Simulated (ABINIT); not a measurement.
Crystal: CdO (Monteponite).

```xyz
2
Lattice="0.0000 2.3495 2.3495 2.3495 0.0000 2.3495 2.3495 2.3495 0.0000" Properties=species:S:1:pos:R:3 pbc="T T T"
Cd    0.0000    0.0000    0.0000
O     2.3495    2.3495    2.3495
```

Base run:

* Program: ABINIT 10.8.3 (patched build)
* Functional: SOGGA
* Potentials or basis: JTH PAW PBE v2.0
* Cutoff: 626 eV
* k mesh: 10 × 10 × 10
* Occupations: fermi-dirac, width 0.05 eV
* Spin: no spin polarisation

Its results: band gap on the k mesh none (metal or under the smearing width); pressure -2.1 GPa.

Task: The run is repeated on the same cell with these changes: functional from SOGGA to HLE16. What comes out?

Result: Band gap on the k mesh 0.99 eV, indirect (least direct gap 1.80 eV); pressure -15.4 GPa.

Caveats: the PAW data sets were made with another functional, which shifts forces and pressure a little (some runs); this crystal is a semiconductor, whose small gap the functional closes, so the metal is an error of the method (some runs); the potentials were made for a functional far from this one (some runs); so large a pressure means that the cell lies far from this level's equilibrium, or that cutoff or potentials fall short (some runs); the potentials were made for another functional, which shifts forces and pressure (some runs).
